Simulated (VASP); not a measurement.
# PtSe2 (Sudovikovite) (P-3m1) in VASP: notebook

One crystal, PtSe2 (Sudovikovite), is run at these levels: PBE; tasks: single point.

All numbers are computed with VASP 6.6.1; they aren't measurements. Logs are shortened: lines on timing, memory, paths and dates and some standing lists are left out, and cuts for length are marked.

## (1) Starting point

The structure is trigonal, space group P-3m1 (No. 164). Conventional cell: a = 3.724 Å, b = 3.724 Å, c = 5.062 Å, α = 90.00°, β = 90.00°, γ = 120.00°. Pt (site symmetry -3m) is surrounded by 6 Se at 2.49 Å. Se (site symmetry 3m) is surrounded by 3 Pt at 2.49 Å.

## (2) Single point, PBE

Input file INCAR:

```
SYSTEM = PtSe2
  PREC = Accurate
  ENCUT = 520
  EDIFF = 1E-6
  ISMEAR = 0
  SIGMA = 0.05
  LREAL = .FALSE.
  LASPH = .TRUE.
  NELM = 100
  ALGO = Fast
  ISIF = 2
  LWAVE = .FALSE.
  LCHARG = .FALSE.
  GGA = PE
  NBANDS = 18
```

Input file KPOINTS:

```
Automatic mesh
0
G
  9 9 6
  0 0 0
```

Input file POSCAR:

```
PtSe2
1.0
    3.7240000000      0.0000000000      0.0000000000
   -1.8620000000      3.2250786000      0.0000000000
    0.0000000000      0.0000000000      5.0620000000
Pt Se
1 2
Direct
    0.0000000000      0.0000000000      0.0000000000
    0.3333333300      0.6666666700      0.2500000000
    0.6666666700      0.3333333300      0.7500000000
```

Potentials or basis: VASP PAW PBE potentials, release 64 (Pt, Se).

Run with:

```bash
$ cat potpaw_PBE.64/Pt/POTCAR potpaw_PBE.64/Se/POTCAR > POTCAR
$ mpirun -np 1 vasp_std > vasp.out
```

OUTCAR:

```text
SYSTEM = PtSe2
   PREC = Accurate
   ENCUT = 520
   EDIFF = 1E-6
   ISMEAR = 0
   LREAL = .FALSE.
   LASPH = .TRUE.
   NELM = 100
   ISIF = 2
   GGA = PE

 ion  position               nearest neighbor table
   1  0.000  0.000  0.000-   2 2.49   3 2.49   2 2.49   3 2.49   3 2.49   2 2.49
   2  0.333  0.667  0.250-   1 2.49   1 2.49   1 2.49
   3  0.667  0.333  0.750-   1 2.49   1 2.49   1 2.49

  LATTYP: Found a hexagonal cell.
 ALAT       =     3.7240000000
 C/A-ratio  =     1.3592910849

  Lattice vectors:

 A1 = (   3.7240000000,   0.0000000000,   0.0000000000)
 A2 = (  -1.8620000000,   3.2250786000,   0.0000000000)
 A3 = (   0.0000000000,   0.0000000000,   5.0620000000)

Analysis of symmetry for initial positions (statically):
=====================================================================
 Subroutine PRICEL returns:
 Original cell was already a primitive cell.

 Routine SETGRP: Setting up the symmetry group for a
 hexagonal supercell.

 Subroutine GETGRP returns: Found 12 space group operations
 (whereof 12 operations were pure point group operations)
 out of a pool of 24 trial point group operations.

The static configuration has the point symmetry D_3d.

Analysis of symmetry for dynamics (positions and initial velocities):
=====================================================================
 Subroutine PRICEL returns:
 Original cell was already a primitive cell.

 Routine SETGRP: Setting up the symmetry group for a
 hexagonal supercell.

 Subroutine GETGRP returns: Found 12 space group operations
 (whereof 12 operations were pure point group operations)
 out of a pool of 24 trial point group operations.

The dynamic configuration has the point symmetry D_3d.

 Subroutine INISYM returns: Found 12 space group operations
 (whereof 12 operations are pure point group operations),
 and found     1 'primitive' translations

----------------------------------------------------------------------------------------

                                     Primitive cell

  volume of cell :      60.7956

  direct lattice vectors                    reciprocal lattice vectors
     3.724000000  0.000000000  0.000000000     0.268528464  0.155034981  0.000000000
    -1.862000000  3.225078600  0.000000000     0.000000000  0.310069962  0.000000000
     0.000000000  0.000000000  5.062000000     0.000000000  0.000000000  0.197550375

  length of vectors
     3.724000000  3.723999997  5.062000000     0.310069962  0.310069962  0.197550375

  position of ions in fractional coordinates (direct lattice)
     0.000000000  0.000000000  0.000000000
     0.333333330  0.666666670  0.250000000
     0.666666670  0.333333330  0.750000000

  ion indices of the primitive-cell ions
   primitive index   ion index
                 1           1
                 2           2
                 3           3

----------------------------------------------------------------------------------------

 KPOINTS: Automatic mesh

Automatic generation of k-mesh.
 Grid dimensions read from file:
 generate k-points for:    9    9    6

 Generating k-lattice:

  Cartesian coordinates                     Fractional coordinates (reciprocal lattice)
     0.029836496  0.017226109  0.000000000     0.111111111  0.000000000  0.000000000
     0.000000000  0.034452218  0.000000000     0.000000000  0.111111111  0.000000000
     0.000000000  0.000000000  0.032925063     0.000000000  0.000000000  0.166666667

  Length of vectors
     0.034452218  0.034452218  0.032925063

  Shift w.r.t. Gamma in fractional coordinates (k-lattice)
     0.000000000  0.000000000  0.000000000

 Subroutine IBZKPT returns following result:
 ===========================================

 Found     62 irreducible k-points:

 Following reciprocal coordinates:
            Coordinates               Weight
  0.000000  0.000000  0.000000      1.000000
  0.111111  0.000000  0.000000      6.000000
  0.222222  0.000000  0.000000      6.000000
  0.333333 -0.000000  0.000000      6.000000
  0.444444  0.000000  0.000000      6.000000
  0.111111  0.111111  0.000000      6.000000
[... 16 lines left out ...]
  0.222222  0.111111  0.166667     12.000000
 -0.111111  0.333333  0.166667     12.000000
 [... further k-points ...]
   k-points           NKPTS =     62   k-points in BZ     NKDIM =     62   number of bands    NBANDS=     18
   number of dos      NEDOS =    301   number of ions     NIONS =      3
   total plane-waves  NPLWV =  31360
   dimension x,y,z NGX =    28 NGY =   28 NGZ =   40
   dimension x,y,z NGXF=    56 NGYF=   56 NGZF=   80
   ions per type =               1   2
   NGX,Y,Z   is equivalent  to a cutoff of  12.50, 12.50, 13.14 a.u.
   NGXF,Y,Z  is equivalent  to a cutoff of  25.00, 25.00, 26.27 a.u.
 SYSTEM =  PtSe2
   PREC   = accura    normal or accurate (medium, high low for compatibility)
   ISTART =      0    job   : 0-new  1-cont  2-samecut
   ICHARG =      2    charge: 1-file 2-atom 10-const
   ISPIN  =      1    spin polarized calculation?
   LNONCOLLINEAR =      F non collinear calculations
   LSORBIT =      F    spin-orbit coupling
   LASPH  =      T    aspherical Exc in radial PAW
   ENCUT  =  520.0 eV  38.22 Ry    6.18 a.u.   6.92  6.92  9.41*2*pi/ulx,y,z
   NELM   =    100;   NELMIN=  2; NELMDL= -5     # of ELM steps
   EDIFF  = 0.1E-05   stopping-criterion for ELM
   LREAL  =      F    real-space projection
   EDIFFG = 0.1E-04   stopping-criterion for IOM
   NSW    =      0    number of steps for IOM
   IBRION =     -1    ionic relax: 0-MD 1-quasi-New 2-CG
   NFREE  =      0    steps in history (QN), initial steepest desc. (CG)
   ISIF   =      2    stress and relaxation
   ISYM   =      2    0-nonsym 1-usesym 2-fastsym
   POTIM  = 0.5000    time-step for ionic-motion
   TEBEG  =    0.0;   TEEND  =   0.0 temperature during run
   PSTRESS=    0.0 pullay stress
   NELECT =      22.0000    total number of electrons
   NUPDOWN=      -1.0000    fix difference up-down
   EMIN   =  10.00;   EMAX   =-10.00  energy-range for DOS
   EFERMI =   0.00;   METHOD = LEGACY
   ISMEAR =     0;   SIGMA  =   0.05  broadening in eV -4-tet -1-fermi 0-gaus
   EFERMI_NEDOS =   21; number of points for ismear=-14 and -15
   IALGO  =     68    algorithm
   IMIX   =      4    mixing-type and parameters
     AMIX     =   0.40;   BMIX     =  1.00
     AMIX_MAG =   1.60;   BMIX_MAG =  1.00
  volume/ion in A,a.u.               =      20.27       136.76
  Fermi-wavevector in a.u.,A,eV,Ry     =   1.166608  2.204570 18.517184  1.360975
  Thomas-Fermi vector in A             =   2.303119
   LORBIT       =      0    0 simple, 1 ext, 2 COOP (PROOUT), +10 PAW based schemes
   GGA     = PE    functional components
   LHFCALC =     F    Hartree Fock is set to
   AEXX    =    0.0000 exact exchange contribution
   IVDW    =     0    specifies the selected vdW correction
   LEPSILON=     F    determine dielectric tensor
   LRPA    =     F    only Hartree local field effects (RPA)
 non-spin polarized calculation
 RMM-DIIS sequential band-by-band and
 Gauss-broadening in eV      SIGMA  =   0.05
  energy-cutoff  :      520.00
  volume of cell :       60.80
 maximum number of plane-waves:      1650
   NGX = 13   NGY = 13   NGZ = 19

 number of electron      21.9999999 magnetization

 Free energy of the ion-electron system (eV)
  ---------------------------------------------------
  ext. energy  EPLUGINS =         0.00000000
  ---------------------------------------------------
  free energy    TOTEN  =       -14.18564644 eV

  energy without entropy =      -14.18486783  energy(sigma->0) =      -14.18525713

 E-fermi :   6.6052     XC(G=0): -10.6325

 val. band max:        6.5574195274   @ k =   0.3333   0.3333   0.0000
 cond. band min:       6.6120511363   @ k =   0.0000   0.3333   0.3333
 fundamental gap:      0.0546316089
 Fermi energy:         6.6051761689

 k-point     1 :       0.0000    0.0000    0.0000
  band No.  band energies     occupation
      1      -9.1792      2.00000
      2      -6.3549      2.00000
      3      -0.6638      2.00000
      4       0.0407      2.00000
      5       0.0407      2.00000
      6       2.5002      2.00000
[... 10 lines left out ...]
     17      13.8140      0.00000
     18      18.3536      0.00000

 k-point     2 :       0.1111    0.0000    0.0000
  band No.  band energies     occupation
      1      -9.0407      2.00000
      2      -6.4174      2.00000
      3      -0.5001      2.00000
      4       0.1300      2.00000
      5       0.1408      2.00000
      6       2.3083      2.00000
[... 10 lines left out ...]
     17      14.2597      0.00000
     18      16.5707      0.00000

 k-point     3 :       0.2222    0.0000    0.0000
  band No.  band energies     occupation
      1      -8.6507      2.00000
      2      -6.5816      2.00000
      3      -0.0715      2.00000
      4       0.3586      2.00000
      5       0.4412      2.00000
      6       1.5536      2.00000
[... 10 lines left out ...]
     17      14.9346      0.00000
     18      14.9913      0.00000

 k-point     4 :       0.3333   -0.0000    0.0000
  band No.  band energies     occupation
      1      -8.0951      2.00000
      2      -6.8067      2.00000
      3      -0.0318      2.00000
      4       0.5944      2.00000
      5       0.7829      2.00000
      6       1.1862      2.00000
[... 375 lines left out ...]
      4       0.2787      2.00000
      5       0.6013      2.00000
      6       1.9124      2.00000
[... 10 lines left out ...]
     17      14.5849      0.00000
     18      15.1857      0.00000

 k-point    23 :       0.2222    0.1111    0.1667
  band No.  band energies     occupation
      1      -8.2042      2.00000
      2      -6.8588      2.00000
      3       0.1454      2.00000
      4       0.4616      2.00000
      5       0.6999      2.00000
      6       1.4766      2.00000
[... 10 lines left out ...]
     17      14.7897      0.00000
     18      15.3663      0.00000

 k-point    24 :      -0.1111    0.3333    0.1667
  band No.  band energies     occupation
      1      -8.2349      2.00000
      2      -6.7945      2.00000
      3      -0.1536      2.00000
      4       0.3834      2.00000
      5       0.8400      2.00000
      6       1.2528      2.00000
[... 10 lines left out ...]
     17      14.3633      0.00000
     18      16.1450      0.00000

 [... further k-points ...]
[... 5 lines left out ...]
  --------------------------------------------------------------------------------------
  -------------------------------------------------------------------------------------
  Total        3.0165780      3.0165780      2.2914186     -0.0000000      0.0000000      0.0000000
  in kB       79.4974187     79.4974185     60.3869219     -0.0000000      0.0000000      0.0000000
  external PRESSURE =      73.1272530 kB  Pullay stress =       0.0000000 kB

 VOLUME and BASIS-vectors are now :
 -----------------------------------------------------------------------------
  energy-cutoff  :      520.00
  volume of cell :       60.80
      direct lattice vectors                 reciprocal lattice vectors
     3.724000000  0.000000000  0.000000000     0.268528464  0.155034981  0.000000000
    -1.862000000  3.225078600  0.000000000     0.000000000  0.310069962  0.000000000
     0.000000000  0.000000000  5.062000000     0.000000000  0.000000000  0.197550375

 POSITION                                       TOTAL-FORCE (eV/Angst)
 -----------------------------------------------------------------------------------
      0.00000      0.00000      0.00000         0.000000      0.000000      0.000000
     -0.00000      2.15005      1.26550         0.000000      0.000000      0.585769
      1.86200      1.07503      3.79650        -0.000000     -0.000000     -0.585769
 -----------------------------------------------------------------------------------
    total drift:                               -0.000000      0.000000      0.000000

  FREE ENERGIE OF THE ION-ELECTRON SYSTEM (eV)
  ---------------------------------------------------
  free  energy   TOTEN  =       -14.1856464361 eV

  energy  without entropy=      -14.1848678336  energy(sigma->0) =      -14.18525713
```

It took 28 s on 1 thread of Intel Xeon 6975P-C (Granite Rapids), shared host; peak memory 0.21 GiB.

Results:

```yaml
Free_energy: -14.1856 eV
Pressure: 7.3 GPa
Largest_force: 0.586 eV/Å
Band_gap_on_the_k_mesh: none (metal or under the smearing width)
```

Forces in eV/Å, atoms in the order of the input:
```
Pt   0.000  0.000  0.000
Se   0.000  0.000  0.586
Se   0.000  0.000 -0.586
```

The run has no spin-orbit coupling, so splittings on Pt are missing.

## (3) Single point, PBE, non-collinear spin, zero start, spin-orbit coupling

Input file INCAR:

```
PREC = Accurate ; ENCUT = 520
EDIFF = 1E-6 ; ISMEAR = 0
SIGMA = 0.05 ; LREAL = F
LASPH = T ; NELM = 150
ALGO = Fast ; ISIF = 2
LWAVE = F ; LCHARG = F
MAGMOM = 0 0 0 0 0 0 0 0 0 ; LORBIT = 11
LSORBIT = T ; GGA_COMPAT = F
LORBMOM = T ; LMAXMIX = 4
GGA = PE ; NBANDS = 35
```

Input file KPOINTS:

```
regular mesh
0
Gamma
  9 9 6
```

POSCAR is that of step 2.

Potentials or basis: VASP PAW PBE potentials, release 64 (Pt, Se).

Run with:

```bash
$ cat potpaw_PBE.64/Pt/POTCAR potpaw_PBE.64/Se/POTCAR > POTCAR
$ mpirun -np 1 vasp_ncl > vasp.out
```

Wall time 2.6 min (1 thread of Intel Xeon 6975P-C (Granite Rapids), shared host); peak memory 0.42 GiB.

It converged, with:

| Quantity | Value |
| --- | --- |
| Free energy | -14.5818 eV |
| Pressure | 7.5 GPa |
| Largest force | 0.609 eV/Å |
| Net moment | 0.00 μB per cell |
| Valence electrons inside the program's atomic spheres | Pt 9.46; Se 3.80 |

Forces on the atoms (eV/Å):
```
Pt   0.000  0.000  0.000
Se   0.000  0.000  0.609
Se   0.000  0.000 -0.609
```

Stress tensor (GPa, compression positive):
```
8.06 0.00 0.00
0.00 8.06 0.00
0.00 0.00 6.28
```

Moments on the atoms (μB; x, y, z):
```
Pt  0.00 0.00 0.00
Se  0.00 0.00 0.00
Se  0.00 0.00 0.00
```
